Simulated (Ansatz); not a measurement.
A: HgTe (zinc blende), a = b = c = 6.5728 Å, α = β = γ = 90.00°
B: BeS (zinc blende), a = b = c = 4.8685 Å, α = β = γ = 90.00°
C: NaBr (rock salt), a = b = c = 5.948 Å, α = β = γ = 90.00°
D: NaI (rock salt), a = b = c = 6.460 Å, α = β = γ = 90.00°

Scan: energy over volume and axial ratio (atoms clamped). One method and one kind of scan serve all of them; meshes and ranges differ. All were relaxed with their symmetry unable to fall. At this level the bands of HgTe touch or barely overlap. Spin-orbit coupling is left out.

Question: Rank these by shear modulus C′ = (C11 − C12)/2 (fitted) (lowest first), as r2SCAN (plane waves to 500 eV, PAW, scalar-relativistic; Ansatz, a first-principles code) gives it.

Answer: A (8 GPa), D (14 GPa), C (19 GPa), B (50 GPa)

(Under strain, the slope of the energy per volume gives the stress and its curvature an elastic modulus.)
